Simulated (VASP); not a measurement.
# Nb (Im-3m) in VASP: a series of runs

The runs below take Nb through band structure, with RPBE, revPBE, BLYP.

Program: VASP 6.6.1. These are calculated values, not measurements. Logs are shortened: lines on timing, memory, paths and dates and some standing lists are left out, and cuts for length are marked.

## 1. Starting point

It takes space group Im-3m (No. 229, cubic). The conventional cell has a = 3.328 Å, b = 3.328 Å, c = 3.328 Å, α = 90.00°, β = 90.00°, γ = 90.00°. Nb (site symmetry m-3m) is surrounded by 8 Nb at 2.88 Å.

## 2. Band structure, RPBE

File POSCAR:

```
Nb
1.0
   -1.6639500000      1.6639500000      1.6639500000
    1.6639500000     -1.6639500000      1.6639500000
    1.6639500000      1.6639500000     -1.6639500000
Nb
1
Direct
    0.0000000000      0.0000000000      0.0000000000
```

File INCAR.step1:

```
SYSTEM = Nb
PREC = Accurate
ENCUT = 520
EDIFF = 1E-6
ISMEAR = -1
SIGMA = 0.05
LREAL = .FALSE.
LASPH = .TRUE.
NELM = 100
ALGO = Normal
ISIF = 2
LWAVE = .FALSE.
LCHARG = .TRUE.
LMAXMIX = 4
GGA = RP
NBANDS = 12
```

File KPOINTS.step1:

```
regular mesh
0
G
  11 11 11
  0 0 0
```

File INCAR.step2:

```
SYSTEM = Nb
PREC = Accurate
ENCUT = 520
EDIFF = 1E-6
ISMEAR = 0
SIGMA = 0.05
LREAL = .FALSE.
LASPH = .TRUE.
NELM = 100
ALGO = Normal
ISIF = 2
LWAVE = .FALSE.
LCHARG = .FALSE.
LMAXMIX = 4
GGA = RP
NBANDS = 12
ICHARG = 11
```

File KPOINTS.step2:

```
path GHNGPH,PN
20
line-mode
reciprocal
 0.0000000000  0.0000000000  0.0000000000  G
 0.5000000000 -0.5000000000  0.5000000000  H

 0.5000000000 -0.5000000000  0.5000000000  H
 0.0000000000  0.0000000000  0.5000000000  N

 0.0000000000  0.0000000000  0.5000000000  N
 0.0000000000  0.0000000000  0.0000000000  G

 0.0000000000  0.0000000000  0.0000000000  G
 0.2500000000  0.2500000000  0.2500000000  P

 0.2500000000  0.2500000000  0.2500000000  P
 0.5000000000 -0.5000000000  0.5000000000  H

 0.2500000000  0.2500000000  0.2500000000  P
 0.0000000000  0.0000000000  0.5000000000  N
```

Potentials or basis: VASP PAW PBE potentials, release 64 (Nb_sv).

Launch:

```console
$ cat potpaw_PBE.64/Nb_sv/POTCAR > POTCAR
$ cp INCAR.step1 INCAR
$ cp KPOINTS.step1 KPOINTS
$ mpirun -np 1 vasp_std > vasp.out
$ cp INCAR.step2 INCAR
$ cp KPOINTS.step2 KPOINTS
$ mpirun -np 1 vasp_std > vasp.out
```

OUTCAR:

```text
SYSTEM = Nb
   PREC = Accurate
   ENCUT = 520
   EDIFF = 1E-6
   ISMEAR = 0
   LREAL = .FALSE.
   LASPH = .TRUE.
   NELM = 100
   ISIF = 2
   GGA = RP
   ICHARG = 11

 ion  position               nearest neighbor table
   1  0.000  0.000  0.000-

  LATTYP: Found a body centered cubic cell.
 ALAT       =     3.3279000000

  Lattice vectors:

 A1 = (  -1.6639500000,   1.6639500000,   1.6639500000)
 A2 = (   1.6639500000,  -1.6639500000,   1.6639500000)
 A3 = (   1.6639500000,   1.6639500000,  -1.6639500000)

Analysis of symmetry for initial positions (statically):
=====================================================================
 Subroutine PRICEL returns:
 Original cell was already a primitive cell.

 Routine SETGRP: Setting up the symmetry group for a
 body centered cubic supercell.

 Subroutine GETGRP returns: Found 48 space group operations
 (whereof 48 operations were pure point group operations)
 out of a pool of 48 trial point group operations.

The static configuration has the point symmetry O_h .

Analysis of symmetry for dynamics (positions and initial velocities):
=====================================================================
 Subroutine PRICEL returns:
 Original cell was already a primitive cell.

 Routine SETGRP: Setting up the symmetry group for a
 body centered cubic supercell.

 Subroutine GETGRP returns: Found 48 space group operations
 (whereof 48 operations were pure point group operations)
 out of a pool of 48 trial point group operations.

The dynamic configuration has the point symmetry O_h .

 Subroutine INISYM returns: Found 48 space group operations
 (whereof 48 operations are pure point group operations),
 and found     1 'primitive' translations

----------------------------------------------------------------------------------------

                                     Primitive cell

  volume of cell :      18.4281

  direct lattice vectors                    reciprocal lattice vectors
    -1.663950000  1.663950000  1.663950000     0.000000000  0.300489798  0.300489798
     1.663950000 -1.663950000  1.663950000     0.300489798  0.000000000  0.300489798
     1.663950000  1.663950000 -1.663950000     0.300489798  0.300489798  0.000000000

  length of vectors
     2.882045941  2.882045941  2.882045941     0.424956748  0.424956748  0.424956748

  position of ions in fractional coordinates (direct lattice)
     0.000000000  0.000000000  0.000000000

  ion indices of the primitive-cell ions
   primitive index   ion index
                 1           1

----------------------------------------------------------------------------------------

 KPOINTS: path GHNGPH,PN

Interpolating k-points between supplied coordinates.

 Line segments in fractional coordinates (reciprocal lattice):
    0.000000  0.000000  0.000000  ...  0.500000 -0.500000  0.500000
    0.500000 -0.500000  0.500000  ...  0.000000  0.000000  0.500000
    0.000000  0.000000  0.500000  ...  0.000000  0.000000  0.000000
    0.000000  0.000000  0.000000  ...  0.250000  0.250000  0.250000
    0.250000  0.250000  0.250000  ...  0.500000 -0.500000  0.500000
    0.250000  0.250000  0.250000  ...  0.000000  0.000000  0.500000

 Generated    20 points on each line segment, for a total of    120 k-points:

 Following reciprocal coordinates:
            Coordinates               Weight
  0.000000  0.000000  0.000000      0.008333
  0.026316 -0.026316  0.026316      0.008333
  0.052632 -0.052632  0.052632      0.008333
  0.078947 -0.078947  0.078947      0.008333
  0.105263 -0.105263  0.105263      0.008333
  0.131579 -0.131579  0.131579      0.008333
[... 16 lines left out ...]
  0.447368 -0.447368  0.500000      0.008333
  0.421053 -0.421053  0.500000      0.008333
 [... further k-points ...]
   k-points           NKPTS =    120   k-points in BZ     NKDIM =    120   number of bands    NBANDS=     12
   number of dos      NEDOS =    301   number of ions     NIONS =      1
   total plane-waves  NPLWV =  13824
   dimension x,y,z NGX =    24 NGY =   24 NGZ =   24
   dimension x,y,z NGXF=    48 NGYF=   48 NGZF=   48
   ions per type =               1
   NGX,Y,Z   is equivalent  to a cutoff of  13.84, 13.84, 13.84 a.u.
   NGXF,Y,Z  is equivalent  to a cutoff of  27.69, 27.69, 27.69 a.u.
 SYSTEM =  Nb
   PREC   = accura    normal or accurate (medium, high low for compatibility)
   ISTART =      0    job   : 0-new  1-cont  2-samecut
   ICHARG =     11    charge: 1-file 2-atom 10-const
   ISPIN  =      1    spin polarized calculation?
   LNONCOLLINEAR =      F non collinear calculations
   LSORBIT =      F    spin-orbit coupling
   LASPH  =      T    aspherical Exc in radial PAW
   ENCUT  =  520.0 eV  38.22 Ry    6.18 a.u.   5.36  5.36  5.36*2*pi/ulx,y,z
   NELM   =    100;   NELMIN=  2; NELMDL=  0     # of ELM steps
   EDIFF  = 0.1E-05   stopping-criterion for ELM
   LREAL  =      F    real-space projection
   EDIFFG = 0.1E-04   stopping-criterion for IOM
   NSW    =      0    number of steps for IOM
   IBRION =     -1    ionic relax: 0-MD 1-quasi-New 2-CG
   NFREE  =      0    steps in history (QN), initial steepest desc. (CG)
   ISIF   =      2    stress and relaxation
   ISYM   =      2    0-nonsym 1-usesym 2-fastsym
   POTIM  = 0.5000    time-step for ionic-motion
   TEBEG  =    0.0;   TEEND  =   0.0 temperature during run
   PSTRESS=    0.0 pullay stress
   NELECT =      13.0000    total number of electrons
   NUPDOWN=      -1.0000    fix difference up-down
   EMIN   =  10.00;   EMAX   =-10.00  energy-range for DOS
   EFERMI =   0.00;   METHOD = LEGACY
   ISMEAR =     0;   SIGMA  =   0.05  broadening in eV -4-tet -1-fermi 0-gaus
   EFERMI_NEDOS =   21; number of points for ismear=-14 and -15
   IALGO  =     38    algorithm
   IMIX   =      4    mixing-type and parameters
     AMIX     =   0.40;   BMIX     =  1.00
     AMIX_MAG =   1.60;   BMIX_MAG =  1.00
  volume/ion in A,a.u.               =      18.43       124.36
  Fermi-wavevector in a.u.,A,eV,Ry     =   1.457345  2.753983 28.896790  2.123854
  Thomas-Fermi vector in A             =   2.574157
   LORBIT       =      0    0 simple, 1 ext, 2 COOP (PROOUT), +10 PAW based schemes
   GGA     = RP    functional components
   LHFCALC =     F    Hartree Fock is set to
   AEXX    =    0.0000 exact exchange contribution
   IVDW    =     0    specifies the selected vdW correction
   LEPSILON=     F    determine dielectric tensor
   LRPA    =     F    only Hartree local field effects (RPA)
 non-spin polarized calculation
 Gauss-broadening in eV      SIGMA  =   0.05
  energy-cutoff  :      520.00
  volume of cell :       18.43
 maximum number of plane-waves:       531
 NGX is ok and might be reduce to    24

 number of electron      12.9999999 magnetization

 Free energy of the ion-electron system (eV)
  ---------------------------------------------------
  ext. energy  EPLUGINS =         0.00000000
  ---------------------------------------------------
  free energy    TOTEN  =       -10.50971644 eV

  energy without entropy =      -10.50371568  energy(sigma->0) =      -10.50671606

 E-fermi :  11.3098     XC(G=0): -12.3174

 val. band max:       11.3092232269   @ k =   0.0000   0.0000   0.0000
 cond. band min:      11.3127266202   @ k =   0.1579  -0.1579   0.1579
 fundamental gap:      0.0035033933
 Fermi energy:        11.3098328478

 k-point     1 :       0.0000    0.0000    0.0000
  band No.  band energies     occupation
      1     -43.4926      2.00000
      2     -18.8380      2.00000
      3     -18.8380      2.00000
      4     -18.8380      2.00000
      5       5.0438      2.00000
      6      11.3092      1.01377
      7      11.3092      1.01376
      8      11.3092      1.01376
      9      14.1449      0.00000
     10      14.1449      0.00000
     11      25.0816      0.00000
     12      25.0816      0.00000

 k-point     2 :       0.0263   -0.0263    0.0263
  band No.  band energies     occupation
      1     -43.4896      2.00000
      2     -18.8509      2.00000
      3     -18.8436      2.00000
      4     -18.8436      2.00000
      5       5.1002      2.00000
      6      11.3026      1.16135
      7      11.3026      1.16134
      8      11.3343      0.48925
      9      14.0595      0.00000
     10      14.1735      0.00000
     11      25.1627      0.00000
     12      25.1786      0.00000

 k-point     3 :       0.0526   -0.0526    0.0526
  band No.  band energies     occupation
      1     -43.4808      2.00000
      2     -18.8887      2.00000
      3     -18.8604      2.00000
      4     -18.8604      2.00000
      5       5.2667      2.00000
      6      11.2856      1.50774
      7      11.2856      1.50773
      8      11.4092      0.00494
      9      13.8143      0.00000
     10      14.2573      0.00000
     11      25.3940      0.00000
     12      25.4649      0.00000
[... 286 lines left out ...]
 k-point    23 :       0.4474   -0.4474    0.5000
  band No.  band energies     occupation
      1     -43.1172      2.00000
      2     -19.7123      2.00000
      3     -19.6892      2.00000
      4     -19.6794      2.00000
      5       7.4194      2.00000
      6       7.4378      2.00000
      7      15.8481      0.00000
      8      15.9350      0.00000
      9      16.3859      0.00000
     10      19.8041      0.00000
     11      20.0902      0.00000
     12      20.3463      0.00000

 k-point    24 :       0.4211   -0.4211    0.5000
  band No.  band energies     occupation
      1     -43.1224      2.00000
      2     -19.7259      2.00000
      3     -19.6744      2.00000
      4     -19.6526      2.00000
      5       7.5021      2.00000
      6       7.5455      2.00000
      7      15.3441      0.00000
      8      15.4902      0.00000
      9      16.4087      0.00000
     10      19.7710      0.00000
     11      20.3373      0.00000
     12      20.8494      0.00000

 [... further k-points ...]

------------------------ aborting loop because EDIFF is reached ----------------------------------------

  FORCE on cell =-STRESS in cart. coord.  units (eV):
  Direction    XX          YY          ZZ          XY          YZ          ZX
  --------------------------------------------------------------------------------------
  -------------------------------------------------------------------------------------
  Total        0.5757123      0.5757123      0.5757123      0.0000000      0.0000000      0.0000000
  in kB       50.0535934     50.0535934     50.0535934      0.0000000      0.0000000      0.0000000
  external PRESSURE =      50.0535934 kB  Pullay stress =       0.0000000 kB

 VOLUME and BASIS-vectors are now :
 -----------------------------------------------------------------------------
  energy-cutoff  :      520.00
  volume of cell :       18.43
      direct lattice vectors                 reciprocal lattice vectors
    -1.663950000  1.663950000  1.663950000     0.000000000  0.300489798  0.300489798
     1.663950000 -1.663950000  1.663950000     0.300489798  0.000000000  0.300489798
     1.663950000  1.663950000 -1.663950000     0.300489798  0.300489798  0.000000000

 POSITION                                       TOTAL-FORCE (eV/Angst)
 -----------------------------------------------------------------------------------
      0.00000      0.00000      0.00000        -0.000000      0.000000     -0.000000
 -----------------------------------------------------------------------------------
    total drift:                                0.000000     -0.000000     -0.000000

  FREE ENERGIE OF THE ION-ELECTRON SYSTEM (eV)
  ---------------------------------------------------
  free  energy   TOTEN  =       -10.5097164415 eV

  energy  without entropy=      -10.5037156779  energy(sigma->0) =      -10.50671606
```

Wall time 18 s (1 thread of Intel Xeon Platinum 8375C at 2.90GHz (Ice Lake), shared host); peak memory 0.15 GiB.

What came out:

```yaml
Band_gap_along_the_path: none (metal or under the smearing width)
```

Levels at the corners of the path, in eV from the Fermi level:
| point | band 3 | band 4 | band 5 | band 6 | band 7 | band 8 | band 9 | band 10 |
| --- | --- | --- | --- | --- | --- | --- | --- | --- |
| Γ | -29.74 | -29.74 | -5.86 | 0.41 | 0.41 | 0.41 | 3.24 | 3.24 |
| H | -30.60 | -30.60 | -3.55 | -3.55 | 5.47 | 5.47 | 5.47 | 8.93 |
| H | -30.60 | -30.60 | -3.55 | -3.55 | 5.47 | 5.47 | 5.47 | 8.93 |
| N | -30.14 | -29.75 | -3.59 | -1.56 | 2.20 | 3.26 | 3.92 | 6.20 |
| N | -30.14 | -29.75 | -3.59 | -1.56 | 2.20 | 3.26 | 3.92 | 6.20 |
| Γ | -29.74 | -29.74 | -5.86 | 0.41 | 0.41 | 0.41 | 3.24 | 3.24 |
| Γ | -29.74 | -29.74 | -5.86 | 0.41 | 0.41 | 0.41 | 3.24 | 3.24 |
| P | -30.38 | -30.38 | -1.05 | -1.05 | -1.05 | 4.05 | 4.05 | 9.24 |
| P | -30.38 | -30.38 | -1.05 | -1.05 | -1.05 | 4.05 | 4.05 | 9.24 |
| H | -30.60 | -30.60 | -3.55 | -3.55 | 5.47 | 5.47 | 5.47 | 8.93 |
| P | -30.38 | -30.38 | -1.05 | -1.05 | -1.05 | 4.05 | 4.05 | 9.24 |
| N | -30.14 | -29.75 | -3.59 | -1.56 | 2.20 | 3.26 | 3.92 | 6.20 |

Caveat: the log is that of the step along the path at fixed density, whose energy, stress, charges and moments have no meaning; the PAW data sets were made with another functional, which shifts forces and pressure a little.

## 3. Band structure, revPBE

POSCAR is that of step 2.

INCAR.step1, as its differences from that of step 2:

```diff
@@ -14,3 +14,3 @@
 LMAXMIX = 4
-GGA = RP
+GGA = RE
 NBANDS = 12
```

KPOINTS.step1 is that of step 2.

INCAR.step2, as its differences from that of step 2:

```diff
@@ -14,3 +14,3 @@
 LMAXMIX = 4
-GGA = RP
+GGA = RE
 NBANDS = 12
```

KPOINTS.step2 is that of step 2.

Potentials or basis: VASP PAW PBE potentials, release 64 (Nb_sv).

Launch:

```console
$ cat potpaw_PBE.64/Nb_sv/POTCAR > POTCAR
$ cp INCAR.step1 INCAR
$ cp KPOINTS.step1 KPOINTS
$ mpirun -np 1 vasp_std > vasp.out
$ cp INCAR.step2 INCAR
$ cp KPOINTS.step2 KPOINTS
$ mpirun -np 1 vasp_std > vasp.out
```

Run time: 17 s. Hardware: 1 thread of Intel Xeon Platinum 8375C at 2.90GHz (Ice Lake), shared host; peak memory 0.15 GiB.

Results (log left out):

```
Band gap along the path : none (metal or under the smearing width)
```

Levels at the corners of the path, in eV from the Fermi level:
```csv
point,band 2,band 3,band 4,band 5,band 6,band 7,band 8,band 9,band 10,band 11
Γ,-29.73,-29.73,-29.73,-5.86,0.41,0.41,0.41,3.24,3.24,14.18
H,-30.60,-30.60,-30.60,-3.55,-3.55,5.47,5.47,5.47,8.92,8.92
H,-30.60,-30.60,-30.60,-3.55,-3.55,5.47,5.47,5.47,8.92,8.92
N,-30.99,-30.13,-29.74,-3.59,-1.56,2.20,3.26,3.92,6.21,11.58
N,-30.99,-30.13,-29.74,-3.59,-1.56,2.20,3.26,3.92,6.21,11.58
Γ,-29.73,-29.73,-29.73,-5.86,0.41,0.41,0.41,3.24,3.24,14.18
Γ,-29.73,-29.73,-29.73,-5.86,0.41,0.41,0.41,3.24,3.24,14.18
P,-30.37,-30.37,-30.37,-1.05,-1.05,-1.05,4.05,4.05,9.23,11.69
P,-30.37,-30.37,-30.37,-1.05,-1.05,-1.05,4.05,4.05,9.23,11.69
H,-30.60,-30.60,-30.60,-3.55,-3.55,5.47,5.47,5.47,8.92,8.92
P,-30.37,-30.37,-30.37,-1.05,-1.05,-1.05,4.05,4.05,9.23,11.69
N,-30.99,-30.13,-29.74,-3.59,-1.56,2.20,3.26,3.92,6.21,11.58
```

Caveat: the log is that of the step along the path at fixed density, whose energy, stress, charges and moments have no meaning; the PAW data sets were made with another functional, which shifts forces and pressure a little.

## 4. Band structure, BLYP

POSCAR is that of step 3.

INCAR.step1, as its differences from that of step 3:

```diff
@@ -14,3 +14,7 @@
 LMAXMIX = 4
-GGA = RE
+GGA = B5
+ALDAX = 1.0
+AGGAX = 1.0
+AGGAC = 1.0
+ALDAC = 0.0
 NBANDS = 12
```

KPOINTS.step1 is that of step 3.

INCAR.step2, as its differences from that of step 3:

```diff
@@ -14,3 +14,7 @@
 LMAXMIX = 4
-GGA = RE
+GGA = B5
+ALDAX = 1.0
+AGGAX = 1.0
+AGGAC = 1.0
+ALDAC = 0.0
 NBANDS = 12
```

KPOINTS.step2 is that of step 3.

Launch:

```console
$ cat potpaw_PBE.64/Nb_sv/POTCAR > POTCAR
$ cp INCAR.step1 INCAR
$ cp KPOINTS.step1 KPOINTS
$ mpirun -np 1 vasp_std > vasp.out
$ cp INCAR.step2 INCAR
$ cp KPOINTS.step2 KPOINTS
$ mpirun -np 1 vasp_std > vasp.out
```

Run time: 21 s. Hardware: 1 thread of Intel Xeon Platinum 8375C at 2.90GHz (Ice Lake), shared host; peak memory 0.15 GiB.

The run converged. Its results:

```
Band gap along the path : none (metal or under the smearing width)
```

Levels at the corners of the path, in eV from the Fermi level:
```csv
point,band 4,band 5,band 6,band 7,band 8,band 9
Γ,-29.72,-5.68,0.32,0.32,0.32,3.16
H,-30.59,-3.52,-3.52,5.36,5.36,5.36
H,-30.59,-3.52,-3.52,5.36,5.36,5.36
N,-29.73,-3.55,-1.61,2.43,3.16,3.81
N,-29.73,-3.55,-1.61,2.43,3.16,3.81
Γ,-29.72,-5.68,0.32,0.32,0.32,3.16
Γ,-29.72,-5.68,0.32,0.32,0.32,3.16
P,-30.36,-1.02,-1.02,-1.02,3.93,3.93
P,-30.36,-1.02,-1.02,-1.02,3.93,3.93
H,-30.59,-3.52,-3.52,5.36,5.36,5.36
P,-30.36,-1.02,-1.02,-1.02,3.93,3.93
N,-29.73,-3.55,-1.61,2.43,3.16,3.81
```

Caveat: the log is that of the step along the path at fixed density, whose energy, stress, charges and moments have no meaning; the PAW data sets were made with another functional, which shifts forces and pressure a little.

## 5. For comparison

An earlier run on the cell as given: functional PBE; potentials or basis VASP PAW PBE potentials, release 64 (Nb_sv); cutoff 520 eV; k mesh 11 × 11 × 11; occupations fermi-dirac, width 0.05 eV; no spin polarisation.

- Pressure: -2.3 GPa
- Band gap on the k mesh: none (metal or under the smearing width)
